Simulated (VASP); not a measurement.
# Bi (Im-3m) in VASP: notebook

One crystal, Bi, is run at these levels: PBEsol; tasks: single point, relaxation of cell and atoms.

Everything below comes from runs of VASP 6.6.1. Logs are shortened: lines on timing, memory, paths and dates and some standing lists are left out, and cuts for length are marked.

### 1 The structure

Symmetry: Im-3m, No. 229, cubic system. Conventional cell: a = 3.918 Å, b = 3.918 Å, c = 3.918 Å, α = 90.00°, β = 90.00°, γ = 90.00°. Around Bi (site symmetry m-3m) lie 8 Bi at 3.39 Å.

This isn't the form of Bi at room conditions, which is rhombohedral.

### 2 Single point, PBEsol

Input file INCAR:

```
SYSTEM = Bi
PREC = Accurate ; ENCUT = 520
EDIFF = 1E-6 ; ISMEAR = 1
SIGMA = 0.1 ; LREAL = .FALSE.
LASPH = .TRUE. ; NELM = 100
ALGO = Normal ; ISIF = 2
LWAVE = .FALSE. ; LCHARG = .FALSE.
GGA = PS ; NBANDS = 14
```

Input file KPOINTS:

```
Automatic mesh
0
G
  11 11 11
  0 0 0
```

Input file POSCAR:

```
Bi
1.0
   -1.9591067384      1.9591067384      1.9591067384
    1.9591067384     -1.9591067384      1.9591067384
    1.9591067384      1.9591067384     -1.9591067384
Bi
1
Direct
    0.0000000000      0.0000000000      0.0000000000
```

Potentials or basis: VASP PAW PBE potentials, release 64 (Bi_d).

Run with:

```
> cat potpaw_PBE.64/Bi_d/POTCAR > POTCAR
> mpirun -np 1 vasp_std > vasp.out
```

OUTCAR:

```text
SYSTEM = Bi
   PREC = Accurate
   ENCUT = 520
   EDIFF = 1E-6
   ISMEAR = 1
   LREAL = .FALSE.
   LASPH = .TRUE.
   NELM = 100
   ISIF = 2
   GGA = PS

 ion  position               nearest neighbor table
   1  0.000  0.000  0.000-

  LATTYP: Found a body centered cubic cell.
 ALAT       =     3.9182134768

  Lattice vectors:

 A1 = (  -1.9591067384,   1.9591067384,   1.9591067384)
 A2 = (   1.9591067384,  -1.9591067384,   1.9591067384)
 A3 = (   1.9591067384,   1.9591067384,  -1.9591067384)

Analysis of symmetry for initial positions (statically):
=====================================================================
 Subroutine PRICEL returns:
 Original cell was already a primitive cell.

 Routine SETGRP: Setting up the symmetry group for a
 body centered cubic supercell.

 Subroutine GETGRP returns: Found 48 space group operations
 (whereof 48 operations were pure point group operations)
 out of a pool of 48 trial point group operations.

The static configuration has the point symmetry O_h .

Analysis of symmetry for dynamics (positions and initial velocities):
=====================================================================
 Subroutine PRICEL returns:
 Original cell was already a primitive cell.

 Routine SETGRP: Setting up the symmetry group for a
 body centered cubic supercell.

 Subroutine GETGRP returns: Found 48 space group operations
 (whereof 48 operations were pure point group operations)
 out of a pool of 48 trial point group operations.

The dynamic configuration has the point symmetry O_h .

 Subroutine INISYM returns: Found 48 space group operations
 (whereof 48 operations are pure point group operations),
 and found     1 'primitive' translations

----------------------------------------------------------------------------------------

                                     Primitive cell

  volume of cell :      30.0770

  direct lattice vectors                    reciprocal lattice vectors
    -1.959106738  1.959106738  1.959106738     0.000000000  0.255218355  0.255218355
     1.959106738 -1.959106738  1.959106738     0.255218355  0.000000000  0.255218355
     1.959106738  1.959106738 -1.959106738     0.255218355  0.255218355  0.000000000

  length of vectors
     3.393272408  3.393272408  3.393272408     0.360933260  0.360933260  0.360933260

  position of ions in fractional coordinates (direct lattice)
     0.000000000  0.000000000  0.000000000

[... 83 lines left out ...]
   POTIM  = 0.5000    time-step for ionic-motion
   TEBEG  =    0.0;   TEEND  =   0.0 temperature during run
   PSTRESS=    0.0 pullay stress
   NELECT =      15.0000    total number of electrons
   NUPDOWN=      -1.0000    fix difference up-down
   EMIN   =  10.00;   EMAX   =-10.00  energy-range for DOS
   EFERMI =   0.00;   METHOD = LEGACY
   ISMEAR =     1;   SIGMA  =   0.10  broadening in eV -4-tet -1-fermi 0-gaus
   EFERMI_NEDOS =   21; number of points for ismear=-14 and -15
   IALGO  =     38    algorithm
   IMIX   =      4    mixing-type and parameters
     AMIX     =   0.40;   BMIX     =  1.00
     AMIX_MAG =   1.60;   BMIX_MAG =  1.00
  volume/ion in A,a.u.               =      30.08       202.97
  Fermi-wavevector in a.u.,A,eV,Ry     =   1.298256  2.453349 22.932209  1.685470
  Thomas-Fermi vector in A             =   2.429596
   LORBIT       =      0    0 simple, 1 ext, 2 COOP (PROOUT), +10 PAW based schemes
   GGA     = PS    functional components
   LHFCALC =     F    Hartree Fock is set to
   AEXX    =    0.0000 exact exchange contribution
   IVDW    =     0    specifies the selected vdW correction
   LEPSILON=     F    determine dielectric tensor
   LRPA    =     F    only Hartree local field effects (RPA)
 non-spin polarized calculation
 Methfessel and Paxton  Order N= 1 SIGMA  =   0.10
  energy-cutoff  :      520.00
  volume of cell :       30.08
 maximum number of plane-waves:       824
 NGX is ok and might be reduce to    28
   NGX = 13   NGY = 13   NGZ = 13

 number of electron      14.9999998 magnetization

 Free energy of the ion-electron system (eV)
  ---------------------------------------------------
  ext. energy  EPLUGINS =         0.00000000
  ---------------------------------------------------
  free energy    TOTEN  =        -4.21357272 eV

  energy without entropy =       -4.21290811  energy(sigma->0) =       -4.21335118

 E-fermi :   8.1685     XC(G=0): -10.6030

 val. band max:        8.0888005538   @ k =  -0.2727   0.3636   0.1818
 cond. band min:       8.1705329087   @ k =  -0.3636   0.4545   0.0909
 fundamental gap:      0.0817323549
 Fermi energy:         8.1685408740

 k-point     1 :       0.0000    0.0000    0.0000
  band No.  band energies     occupation
      1     -14.8000      2.00000
      2     -14.8000      2.00000
      3     -14.8000      2.00000
      4     -14.6542      2.00000
      5     -14.6542      2.00000
      6      -5.5970      2.00000
      7      13.5429      0.00000
      8      13.5429      0.00000
      9      13.5429      0.00000
     10      17.7247      0.00000
     11      18.6600      0.00000
     12      18.6600      0.00000
     13      18.6600      0.00000
     14      20.0904      0.00000
[... 377 lines left out ...]
      1     -14.8093      2.00000
      2     -14.7402      2.00000
      3     -14.6656      2.00000
      4     -14.6611      2.00000
      5     -14.6211      2.00000
      6      -2.0270      2.00000
      7       3.8064      2.00000
      8       6.7088      2.00000
      9       9.0018     -0.00000
     10      18.3426      0.00000
     11      20.4261      0.00000
     12      21.2655      0.00000
     13      22.0083      0.00000
     14      25.6849      0.00000

 [... further k-points ...]

------------------------ aborting loop because EDIFF is reached ----------------------------------------

  FORCE on cell =-STRESS in cart. coord.  units (eV):
  Direction    XX          YY          ZZ          XY          YZ          ZX
  --------------------------------------------------------------------------------------
  -------------------------------------------------------------------------------------
  Total       -0.0192298     -0.0192298     -0.0192298     -0.0000000     -0.0000000      0.0000000
  in kB       -1.0243582     -1.0243582     -1.0243582     -0.0000000     -0.0000000      0.0000000
  external PRESSURE =      -1.0243582 kB  Pullay stress =       0.0000000 kB

 VOLUME and BASIS-vectors are now :
 -----------------------------------------------------------------------------
  energy-cutoff  :      520.00
  volume of cell :       30.08
      direct lattice vectors                 reciprocal lattice vectors
    -1.959106738  1.959106738  1.959106738     0.000000000  0.255218355  0.255218355
     1.959106738 -1.959106738  1.959106738     0.255218355  0.000000000  0.255218355
     1.959106738  1.959106738 -1.959106738     0.255218355  0.255218355  0.000000000

 POSITION                                       TOTAL-FORCE (eV/Angst)
 -----------------------------------------------------------------------------------
      0.00000      0.00000      0.00000         0.000000      0.000000      0.000000
 -----------------------------------------------------------------------------------
    total drift:                               -0.000000     -0.000000     -0.000000

  FREE ENERGIE OF THE ION-ELECTRON SYSTEM (eV)
  ---------------------------------------------------
  free  energy   TOTEN  =        -4.2135727190 eV

  energy  without entropy=       -4.2129081067  energy(sigma->0) =       -4.21335118
```

OSZICAR:

```text
N       E                     dE             d eps       ncg     rms          rms(c)
DAV:   1     0.114860306420E+03    0.11486E+03   -0.75627E+03  1588   0.124E+03
DAV:   2     0.253533245868E+01   -0.11232E+03   -0.10845E+03  1718   0.339E+02
DAV:   3    -0.406641371451E+01   -0.66017E+01   -0.65650E+01  1930   0.796E+01
DAV:   4    -0.421547095075E+01   -0.14906E+00   -0.14903E+00  1968   0.128E+01
DAV:   5    -0.422230315705E+01   -0.68322E-02   -0.68320E-02  2278   0.251E+00    0.481E-01
DAV:   6    -0.421539177556E+01    0.69114E-02   -0.95398E-03  2130   0.139E+00    0.270E-01
DAV:   7    -0.421361138315E+01    0.17804E-02   -0.53581E-03  2102   0.102E+00    0.826E-02
DAV:   8    -0.421357319058E+01    0.38193E-04   -0.45518E-04  2080   0.317E-01    0.817E-03
DAV:   9    -0.421357296974E+01    0.22084E-06   -0.10789E-05  2338   0.425E-02    0.372E-03
DAV:  10    -0.421357271904E+01    0.25070E-06   -0.60587E-07  1492   0.957E-03
   1 F= -.42135727E+01 E0= -.42133512E+01  d E =-.664612E-03
```

stdout:

```text
POSCAR found type information on POSCAR Bi
 POSCAR found :  1 types and       1 ions
 scaLAPACK will be used
 -----------------------------------------------------------------------------
|                                                                             |
|                                                                             |
|     You enforced a specific xc type in the INCAR file but a different       |
|     I HOPE YOU KNOW WHAT YOU ARE DOING!                                     |
|                                                                             |
 -----------------------------------------------------------------------------

 LDA part: xc-table for (Slater+PW92), standard interpolation
 POSCAR, INCAR and KPOINTS ok, starting setup
 FFT: planning ... GRIDC
 FFT: planning ... GRID_SOFT
 FFT: planning ... GRID
 WAVECAR not read
 entering main loop
```

Wall time 8.3 s (1 thread of Intel Xeon 6975P-C (Granite Rapids), shared host); peak memory 0.16 GiB.

What came out:

```
Free energy            : -4.2136 eV
Pressure               : -0.1 GPa
Band gap on the k mesh : none (metal or under the smearing width)
```

Caveat: the PAW data sets were made with another functional, which shifts forces and pressure a little; spin-orbit coupling is left out, which moves the levels of the heavy elements.

### 3 Relaxation of cell and atoms, PBEsol

This run uses another cell than the first one, of 31.12 Å³/atom, 1.035 times its volume.

Input file INCAR:

```
SYSTEM = Bi
ALGO = Normal ; EDIFF = 1E-7
EDIFFG = -0.03 ; ENCUT = 600
GGA = PS ; IBRION = 2
ISIF = 3 ; ISMEAR = 1
LASPH = .True. ; LCHARG = .False.
LREAL = .False. ; LWAVE = .False.
NELM = 100 ; NSW = 60
PREC = Accurate ; SIGMA = 0.1
```

Input file KPOINTS:

```
k-points
0
Gamma
  11 11 11
  0 0 0
```

Input file POSCAR:

```
Bi
1.0
   -1.9814310000      1.9814310000      1.9814310000
    1.9814310000     -1.9814310000      1.9814310000
    1.9814310000      1.9814310000     -1.9814310000
Bi
1
Direct
    0.0000000000      0.0000000000      0.0000000000
```

Potentials or basis: VASP PAW PBE potentials, release 64 (Bi_d).

Run with:

```
> cat potpaw_PBE.64/Bi_d/POTCAR > POTCAR
> mpirun -np 1 vasp_std > vasp.out
```

OUTCAR:

```text
SYSTEM = Bi
   EDIFF = 1E-7
   EDIFFG = -0.03
   ENCUT = 600
   GGA = PS
   IBRION = 2
   ISIF = 3
   ISMEAR = 1
   LASPH = .True.
   LREAL = .False.
   NELM = 100
   NSW = 60
   PREC = Accurate

 ion  position               nearest neighbor table
   1  0.000  0.000  0.000-

  LATTYP: Found a body centered cubic cell.
 ALAT       =     3.9628620000

  Lattice vectors:

 A1 = (  -1.9814310000,   1.9814310000,   1.9814310000)
 A2 = (   1.9814310000,  -1.9814310000,   1.9814310000)
 A3 = (   1.9814310000,   1.9814310000,  -1.9814310000)

Analysis of symmetry for initial positions (statically):
=====================================================================
 Subroutine PRICEL returns:
 Original cell was already a primitive cell.

 Routine SETGRP: Setting up the symmetry group for a
 body centered cubic supercell.
[... 251 lines left out ...]
 cond. band min:       8.1756257794   @ k =  -0.3636   0.4545   0.0909
 fundamental gap:      0.0818122433
 Fermi energy:         8.1736360035

 k-point     1 :       0.0000    0.0000    0.0000
  band No.  band energies     occupation
      1     -14.7950      2.00000
      2     -14.7950      2.00000
      3     -14.7950      2.00000
      4     -14.6491      2.00000
      5     -14.6491      2.00000
      6      -5.5950      2.00000
      7      13.5511      0.00000
      8      13.5511      0.00000
      9      13.5511      0.00000
     10      17.7353      0.00000
     11      18.6655      0.00000
[... 309 lines left out ...]
 k-point    24 :       0.3636    0.1818    0.0909
  band No.  band energies     occupation
      1     -14.8043      2.00000
      2     -14.7351      2.00000
      3     -14.6604      2.00000
      4     -14.6559      2.00000
      5     -14.6159      2.00000
      6      -2.0224      2.00000
      7       3.8095      2.00000
      8       6.7133      2.00000
      9       9.0070     -0.00000
     10      18.3509      0.00000
     11      20.4349      0.00000

 [... further k-points ...]
[... 5 lines left out ...]
  --------------------------------------------------------------------------------------
  -------------------------------------------------------------------------------------
  Total        0.0026753      0.0026753      0.0026753      0.0000000      0.0000000      0.0000000
  in kB        0.1425704      0.1425704      0.1425704      0.0000000      0.0000000      0.0000000
  external PRESSURE =       0.1425704 kB  Pullay stress =       0.0000000 kB
[... 16 lines left out ...]
  FREE ENERGIE OF THE ION-ELECTRON SYSTEM (eV)
  ---------------------------------------------------
  free  energy   TOTEN  =        -4.2139916892 eV

  energy  without entropy=       -4.2133291659  energy(sigma->0) =       -4.21377085

 reached required accuracy - stopping structural energy minimisation
```

CONTCAR:

```text
Bi
   1.00000000000000
    -1.9588327972974435    1.9588327972974435    1.9588327972974435
     1.9588327972974435   -1.9588327972974435    1.9588327972974435
     1.9588327972974435    1.9588327972974435   -1.9588327972974435
  Bi
     1
Direct
     0.0000000000000000    0.0000000000000000    0.0000000000000000

  0.00000000E+00  0.00000000E+00  0.00000000E+00
```

Run time: 20 s. Hardware: 1 thread of Intel Xeon 6975P-C (Granite Rapids), shared host; peak memory 0.16 GiB.

What came out:

- Free energy: -4.2140 eV
- Relaxed volume: 30.06 Å³/atom
- Relaxed cell: a = 3.393 Å, b = 3.393 Å, c = 3.393 Å, α = 109.47°, β = 109.47°, γ = 109.47°
- Space group after relaxing (to 0.05 Å): Im-3m (No. 229)
- Energy gained by relaxing: 6.7 meV/atom
- Ionic steps: 3
- Pressure after relaxing: 0.0 GPa
- Band gap on the k mesh: none (metal or under the smearing width)

The path:
```csv
step,energy change (eV),largest force (eV/Å),pressure (GPa),volume (Å³)
1,0.0000,0.0000,-1.97,31.12
2,-0.0040,0.0000,1.41,29.43
3,-0.0067,0.0000,0.01,30.06
```

Final structure:
```cif
data_structure
_symmetry_space_group_name_H-M 'P 1'
_symmetry_Int_Tables_number 1
_cell_length_a 3.3928
_cell_length_b 3.3928
_cell_length_c 3.3928
_cell_angle_alpha 109.471
_cell_angle_beta 109.471
_cell_angle_gamma 109.471
_cell_volume 30.06
loop_
_atom_site_label
_atom_site_type_symbol
_atom_site_fract_x
_atom_site_fract_y
_atom_site_fract_z
_atom_site_occupancy
Bi1 Bi 0.00000 0.00000 0.00000 1
```

Caveat: the PAW data sets were made with another functional, which shifts forces and pressure a little; spin-orbit coupling is left out, which moves the levels of the heavy elements.
